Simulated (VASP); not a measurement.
A run of VASP 6.6.1 is set up as follows.

Contents of INCAR:

```
SYSTEM = CaSe
PREC = Accurate
ENCUT = 520
EDIFF = 1E-6
ISMEAR = 0
SIGMA = 0.05
LREAL = .FALSE.
LASPH = .TRUE.
NELM = 100
ALGO = Normal
ISIF = 2
LWAVE = .FALSE.
LCHARG = .FALSE.
GGA = PS
NBANDS = 15
```

File KPOINTS:

```
Automatic mesh
0
G
  10 10 10
  0 0 0
```

POSCAR

```
CaSe
1.0
    0.0000000000      2.9560000000      2.9560000000
    2.9560000000      0.0000000000      2.9560000000
    2.9560000000      2.9560000000      0.0000000000
Ca Se
1 1
Direct
    0.0000000000      0.0000000000      0.0000000000
    0.5000000000      0.5000000000      0.5000000000
```

Potentials or basis: VASP PAW PBE potentials, release 64 (Ca_sv, Se).

Run with:

```console
$ cat potpaw_PBE.64/Ca_sv/POTCAR potpaw_PBE.64/Se/POTCAR > POTCAR
$ mpirun -np 1 vasp_std > vasp.out
```

(1) Estimate the pressure.

(2) Estimate the band gap on the k mesh.

Results:

(1) -0.9 GPa.

(2) 1.92 eV (least direct gap 2.87 eV).

Caveat: the PAW data sets were made with another functional, which shifts forces and pressure a little.

**Measured values to compare with.**

A printed reference work, monograph, original work of 1988 reports, for a bulk crystal of CaSe at 2 K: band gap 3.85 eV (indirect).

A measured gap of CaSe is 3.85 eV (indirect; 2 K; a printed reference work, monograph, original work of 1988); the calculated 1.92 eV misses it by -1.93 eV. So large a miss can be the level of theory's own, or it may mean another phase, state or a wrong row. Spin-orbit coupling on Se is left out. The value is that of PBEsol on a finite k mesh, which can miss the band edges, without temperature or zero-point motion. Semilocal functionals fall short of measured gaps as a rule.
